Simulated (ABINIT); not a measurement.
# Bi (P-1) in ABINIT: convergence with pawecutdg

Aim: find how far pawecutdg must go before the results for Bi settle, at RPBE. This setting moves, with any that are tied to it; all else stays.

Everything below comes from runs of ABINIT 10.8.3 (patched build). Logs are shortened: lines on timing, memory, paths and dates and some standing lists are left out, and cuts for length are marked. The log counts tension as positive stress, the text compression.

## (1) The cell of the first run

The typed cell holds 1 atom: a = 3.435 Å, b = 3.411 Å, c = 3.481 Å, α = 107.43°, β = 111.24°, γ = 110.38°.

This isn't the form of Bi at room conditions, which is rhombohedral.

The cell isn't the ideal one: cell strained at random at fixed volume.

## (2) With pawecutdg 22 Ha

Contents of run.abi:

```
# Pseudopotentials
pp_dirpath "./"
pseudos "Bi.GGA_PBE-JTH.xml"

# Structure
acell 6.4905484121 6.4453234749 6.5788730663
rprim
    -0.5971763694     0.5625795432     0.5717382630
     0.5890641863    -0.5729408964     0.5698614864
     0.5945780790     0.5667294299    -0.5703460891
ntypat 1
znucl 83
natom 1
typat 1
xred
    -0.0137770000    -0.0173050000    -0.0196660000
chkprim 0
chksymtnons 0
tolsym 1.0e-6

# Plane-wave basis
ecut 22.0
pawecutdg 22.0
pawxcdev 0

# k points
kptopt 1
ngkpt 9 9 9
nshiftk 1
shiftk 0.0 0.0 0.0

# Exchange and correlation
ixc 15

# Bands and occupations
nband 12
occopt 4
tsmear 0.00367493

# SCF cycle
nstep 100
tolvrs 1.0e-9

# Output
iomode 3
prtwf 0
prtden 0
prteig 0
prtebands 0
```

Potentials or basis: JTH PAW PBE v2.0.

Run with:

```bash
abinit run.abi > log 2>&1
```

It took 2.1 min on 1 thread of Arm Neoverse V1, shared host; peak memory 0.26 GiB.

Results (log left out):

```
Free energy                                           : -1961.7011 eV
Pressure                                              : 2.3 GPa
Band gap on the k mesh                                : none (metal or under the smearing width)
Valence electrons inside the program's atomic spheres : Bi 12.12 (radii [1.2765] Å)
```

## (3) With pawecutdg 26.4

run.abi: that of step 2 with these lines changed.

```diff
@@ -22,3 +22,3 @@
 ecut 22.0
-pawecutdg 22.0
+pawecutdg 26.4
 pawxcdev 0
```

Potentials or basis: JTH PAW PBE v2.0.

Run with:

```bash
abinit run.abi > log 2>&1
```

Run time: 2.1 min. Hardware: 1 thread of Arm Neoverse V1, shared host; peak memory 0.26 GiB.

Results (log left out):

```yaml
Free_energy: -1961.7011 eV
Pressure: 2.3 GPa
Band_gap_on_the_k_mesh: none (metal or under the smearing width)
Valence_electrons_inside_the_program's_atomic_spheres: Bi 12.12 (radii [1.2765] Å)
```

## (4) With pawecutdg 33

run.abi: that of step 3 with these lines changed.

```diff
@@ -22,3 +22,3 @@
 ecut 22.0
-pawecutdg 26.4
+pawecutdg 33.0
 pawxcdev 0
```

Run with:

```bash
abinit run.abi > log 2>&1
```

Wall time 2.2 min (1 thread of Arm Neoverse V1, shared host); peak memory 0.26 GiB.

Results (log left out):

```yaml
Free_energy: -1961.7011 eV
Pressure: 2.3 GPa
Band_gap_on_the_k_mesh: none (metal or under the smearing width)
Valence_electrons_inside_the_program's_atomic_spheres: Bi 12.12 (radii [1.2765] Å)
```

## (5) With pawecutdg 39.6

run.abi: that of step 4 with these lines changed.

```diff
@@ -22,3 +22,3 @@
 ecut 22.0
-pawecutdg 33.0
+pawecutdg 39.6
 pawxcdev 0
```

Run with:

```bash
abinit run.abi > log 2>&1
```

It took 2.3 min on 1 thread of Arm Neoverse V1, shared host; peak memory 0.27 GiB.

It converged, with:

* Free energy: -1961.7011 eV
* Pressure: 2.3 GPa
* Band gap on the k mesh: none (metal or under the smearing width)
* Valence electrons inside the program's atomic spheres: Bi 12.12 (radii [1.2765] Å)

## (6) With pawecutdg 48.4

run.abi: that of step 5 with these lines changed.

```diff
@@ -22,3 +22,3 @@
 ecut 22.0
-pawecutdg 39.6
+pawecutdg 48.4
 pawxcdev 0
```

Potentials or basis: JTH PAW PBE v2.0.

Run with:

```bash
abinit run.abi > log 2>&1
```

Run time: 2.3 min. Hardware: 1 thread of Arm Neoverse V1, shared host; peak memory 0.27 GiB.

Results (log left out):

| Item | Value |
| --- | --- |
| Free energy | -1961.7011 eV |
| Pressure | 2.3 GPa |
| Band gap on the k mesh | none (metal or under the smearing width) |
| Valence electrons inside the program's atomic spheres | Bi 12.12 (radii [1.2765] Å) |

## (7) With pawecutdg 59.4

run.abi: that of step 6 with these lines changed.

```diff
@@ -22,3 +22,3 @@
 ecut 22.0
-pawecutdg 48.4
+pawecutdg 59.4
 pawxcdev 0
```

Run with:

```bash
abinit run.abi > log 2>&1
```

It took 2.3 min on 1 thread of Arm Neoverse V1, shared host; peak memory 0.28 GiB.

The run converged. Its results:

```
Free energy                                           : -1961.7011 eV
Pressure                                              : 2.3 GPa
Band gap on the k mesh                                : none (metal or under the smearing width)
Valence electrons inside the program's atomic spheres : Bi 12.12 (radii [1.2765] Å)
```

## (8) With pawecutdg 72.6

run.abi: that of step 7 with these lines changed.

```diff
@@ -22,3 +22,3 @@
 ecut 22.0
-pawecutdg 59.4
+pawecutdg 72.6
 pawxcdev 0
```

Potentials or basis: JTH PAW PBE v2.0.

Run with:

```bash
abinit run.abi > log 2>&1
```

run.abo:

```text
.Version 10.8.3 of ABINIT
 Symmetries : space group P-1 (#  2); Bravais aP (primitive triclinic)
================================================================================
 Values of the parameters that define the memory need of the present run
     intxc =       0    ionmov =       0      iscf =      17    lmnmax =      18
     lnmax =       6     mgfft =      30  mpssoang =       3    mqgrid =    3001
     natom =       1  nloc_mem =       2    nspden =       1   nspinor =       1
    nsppol =       1      nsym =       2    n1xccc =       1    ntypat =       1
    occopt =       4   xclevel =       2
       mpw =        1049          nfft =       27000          nkpt =         365
 PAW method is used; the additional fine FFT grid is defined by:
   mgfftf=        54    nfftf =    135000
================================================================================
================================================================================

--------------------------------------------------------------------------------
------------- Echo of variables that govern the present computation ------------
--------------------------------------------------------------------------------
 -outvars: echo values of preprocessed input variables --------
            acell      6.4905484121E+00  6.4453234749E+00  6.5788730663E+00 Bohr
              amu      2.08980370E+02
          chkprim           0
      chksymtnons           0
             ecut      2.20000000E+01 Hartree
                       outvar_i_n : Printing only first  50 k-points.
              ixc          15
                       outvar_i_n : Printing only first  50 k-points.
         kptrlatt        9    0    0      0    9    0      0    0    9
          kptrlen      5.79576510E+01
            natom           1
            nband          12
            ngfft          30      30      30
          ngfftdg          50      50      54
             nkpt         365
            nstep         100
             nsym           2
           ntypat           1
                       prtocc : prtvol=0, do not print more k-points.
           occopt           4
        pawecutdg      7.26000000E+01 Hartree
         pawxcdev           0
           prtden           0
        prtebands           0
           prteig           0
            prtwf           0
            rprim     -5.9717636940E-01  5.6257954320E-01  5.7173826300E-01
                       5.8906418630E-01 -5.7294089640E-01  5.6986148640E-01
                       5.9457807900E-01  5.6672942990E-01 -5.7034608910E-01
          spgroup           2
           tolsym      1.00000000E-06
           tolvrs      1.00000000E-09
           tsmear      3.67493000E-03 Hartree
            typat      1
           useylm           1
                       outvars : Printing only first  50 k-points.
           xangst     -4.7217928776E-02 -3.1605544404E-02 -2.1640071883E-02
            xcart     -8.9228953620E-02 -5.9725822984E-02 -4.0893809204E-02
             xred     -1.3777000000E-02 -1.7305000000E-02 -1.9666000000E-02
            znucl       83.00000

================================================================================

 chkinp: Checking input parameters for consistency.

================================================================================
== DATASET  1 ==================================================================

--- !DatasetInfo
iteration_state: {dtset: 1, }
dimensions: {natom: 1, nkpt: 365, mband: 12, nsppol: 1, nspinor: 1, nspden: 1, mpw: 1049, }
cutoff_energies: {ecut:  22.0, pawecutdg:  72.6, }
electrons: {nelect:   1.50000000E+01, charge:   0.00000000E+00, occopt:   4.00000000E+00, tsmear:   3.67493000E-03, }
meta: {optdriver: 0, ionmov: 0, optcell: 0, iscf: 17, paral_kgb: 0, }
...

 Exchange-correlation functional for the present dataset will be:
  GGA: RPBE functional - ixc=15
  Hammer, L. B. Hansen, and J. K. Norskov, PRB 59, 7413 (1999)

 Real(R)+Recip(G) space primitive vectors, cartesian coordinates (Bohr,Bohr^-1):
 R(1)= -3.8760021  3.6514498  3.7108949  G(1)=  0.0007708  0.1362626  0.1362021
[... 58 lines left out ...]
lattice_vectors:
- [ -3.8760021,   3.6514498,   3.7108949, ]
- [  3.7967092,  -3.6927894,   3.6729416, ]
- [  3.9116537,   3.7284410,  -3.7522345, ]
lattice_lengths: [   6.49055,    6.44532,    6.57887, ]
lattice_angles: [107.426, 111.243, 110.383, ] # degrees, (23, 13, 12)
lattice_volume:   2.0998733E+02
convergence: {deltae: -8.868E-12, res2:  9.151E-11, residm:  7.114E-04, diffor: null, }
etotal    :  -7.20911858E+01
entropy   :   0.00000000E+00
fermie    :   2.96714751E-01
cartesian_stress_tensor: # hartree/bohr^3
- [ -5.68580022E-05,   5.08217439E-06,  -1.43113461E-05, ]
- [  5.08217439E-06,  -9.08528095E-05,  -1.58058031E-06, ]
- [ -1.43113461E-05,  -1.58058031E-06,  -8.98098793E-05, ]
pressure_GPa:   2.3294E+00
xred      :
- [ -1.3777E-02,  -1.7305E-02,  -1.9666E-02, Bi]
cartesian_forces: # hartree/bohr
- [ -0.00000000E+00,  -0.00000000E+00,  -0.00000000E+00, ]
force_length_stats: {min:   0.00000000E+00, max:   0.00000000E+00, mean:   0.00000000E+00, }
...

 Integrated electronic density in atomic spheres:
 ------------------------------------------------
 Atom  Sphere_radius  Integrated_density
    1        2.41231         12.11983550

================================================================================

 ----iterations are completed or convergence reached----

 Mean square residual over all n,k,spin=   13.984E-07; max=  71.141E-05
 reduced coordinates (array xred) for    1 atoms
      -0.013777000000     -0.017305000000     -0.019666000000
 rms dE/dt=  0.0000E+00; max dE/dt=  0.0000E+00; dE/dt below (all hartree)
    1       0.000000000000      0.000000000000      0.000000000000

 cartesian coordinates (angstrom) at end:
    1     -0.04721792877627    -0.03160554440386    -0.02164007188305

 cartesian forces (hartree/bohr) at end:
    1     -0.00000000000000    -0.00000000000000    -0.00000000000000
 frms,max,avg= 0.0000000E+00 0.0000000E+00   0.000E+00  0.000E+00  0.000E+00 h/b

 cartesian forces (eV/Angstrom) at end:
    1     -0.00000000000000    -0.00000000000000    -0.00000000000000
 frms,max,avg= 0.0000000E+00 0.0000000E+00   0.000E+00  0.000E+00  0.000E+00 e/A
 length scales=  6.490548412100  6.445323474900  6.578873066300 bohr
              =  3.434650303616  3.410718297501  3.481389697748 angstroms
 Fermi (or HOMO) energy (hartree) =   0.29671   Average Vxc (hartree)=  -0.34861
 Eigenvalues (hartree) for nkpt= 365  k points:
 kpt#   1, nband= 12, wtk=  0.00137, kpt=  0.0000  0.0000  0.0000 (reduced coord)
  -0.55496   -0.55468   -0.55379   -0.55019   -0.54971   -0.20229    0.47410    0.48621
   0.48906    0.62670    0.66844    0.68568
      occupation numbers for kpt#   1
   2.00000    2.00000    2.00000    2.00000    2.00000    2.00000    0.00000    0.00000
   0.00000    0.00000    0.00000    0.00000
 prteigrs : prtvol=0 or 1, do not print more k-points.

--- !EnergyTerms
iteration_state     : {dtset: 1, }
comment             : Components of total free energy in Hartree
kinetic             :  4.64234141598491E+00
hartree             :  1.75830711138493E+01
xc                  : -2.54104175576967E+00
Ewald energy        : -5.46655932678377E+01
psp_core            :  1.99756986214099E+00
local_psp           : -5.91068271055849E+01
PAW spherical_terms :  1.99993256621398E+01
internal            : -7.20911540750772E+01
'-kT*entropy'       : -3.00844688188440E-05
total_energy        : -7.20911841595460E+01
total_energy_eV     : -1.96170105709555E+03
...

--- !EnergyTermsDC
iteration_state     : {dtset: 1, }
comment             : '"Double-counting" decomposition of free energy'
band_energy         : -5.09994156472513E+00
Ewald energy        : -5.46655932678377E+01
psp_core            :  1.99756986214099E+00
xc_dc               : -1.72708885974852E+01
PAW spherical_terms :  2.94769782067190E+00
internal            : -7.20911557472351E+01
'-kT*entropy'       : -3.00844688188440E-05
total_energy_dc     : -7.20911858317040E+01
total_energy_dc_eV  : -1.96170110259729E+03
...

--- !EnergyTermsWithPAWCore
iteration_state     : {dtset: 1, }
comment             : 'Components of total free energy, including PAW core contributions'
Total energy        : -2.15314822124766E+04
Total energy DC     : -2.15314822141487E+04
Total energy (eV)   : -5.85901478932169E+05
Total energy DC (eV): -5.85901478977671E+05
...

 Cartesian components of stress tensor (hartree/bohr^3)
  sigma(1 1)= -5.68580022E-05  sigma(3 2)= -1.58058031E-06
  sigma(2 2)= -9.08528095E-05  sigma(3 1)= -1.43113461E-05
  sigma(3 3)= -8.98098793E-05  sigma(2 1)=  5.08217439E-06

-Cartesian components of stress tensor (GPa)         [Pressure=  2.3294E+00 GPa]
- sigma(1 1)= -1.67282018E+00  sigma(3 2)= -4.65022782E-02
- sigma(2 2)= -2.67298194E+00  sigma(3 1)= -4.21054340E-01
- sigma(3 3)= -2.64229787E+00  sigma(2 1)=  1.49522733E-01

== END DATASET(S) ==============================================================
================================================================================

 -outvars: echo values of variables after computation  --------
            acell      6.4905484121E+00  6.4453234749E+00  6.5788730663E+00 Bohr
           etotal     -7.2091185832E+01
            fcart     -0.0000000000E+00 -0.0000000000E+00 -0.0000000000E+00
            rprim     -5.9717636940E-01  5.6257954320E-01  5.7173826300E-01
                       5.8906418630E-01 -5.7294089640E-01  5.6986148640E-01
                       5.9457807900E-01  5.6672942990E-01 -5.7034608910E-01
           strten     -5.6858002235E-05 -9.0852809510E-05 -8.9809879290E-05
                      -1.5805803109E-06 -1.4311346126E-05  5.0821743869E-06
           xangst     -4.7217928776E-02 -3.1605544404E-02 -2.1640071883E-02
             xred     -1.3777000000E-02 -1.7305000000E-02 -1.9666000000E-02
 Calculation completed.
```

Wall time 2.2 min (1 thread of Arm Neoverse V1, shared host); peak memory 0.29 GiB.

What came out:

```yaml
Free_energy: -1961.7011 eV
Pressure: 2.3 GPa
Band_gap_on_the_k_mesh: none (metal or under the smearing width)
Valence_electrons_inside_the_program's_atomic_spheres: Bi 12.12 (radii [1.2765] Å)
```

## (9) Result

```csv
pawecutdg,energy less the tightest run (meV/atom),SCF cycles,CPU time (s),peak memory (GiB)
22 Ha,-0.05,10,120,0.26
26.4,-0.01,10,120,0.26
33,-0.01,11,130,0.26
39.6,-0.01,11,140,0.27
48.4,0.00,11,140,0.27
59.4,0.00,11,140,0.28
72.6,0.00,11,130,0.29
```

Against the tightest run, the energy stays within 1 meV/atom from 22 Ha on. The tightest run that finished is the yardstick and may itself not be fully converged.

Caveats: the PAW data sets were made with another functional, which shifts forces and pressure a little; spin-orbit coupling is left out, which moves the levels of the heavy elements.
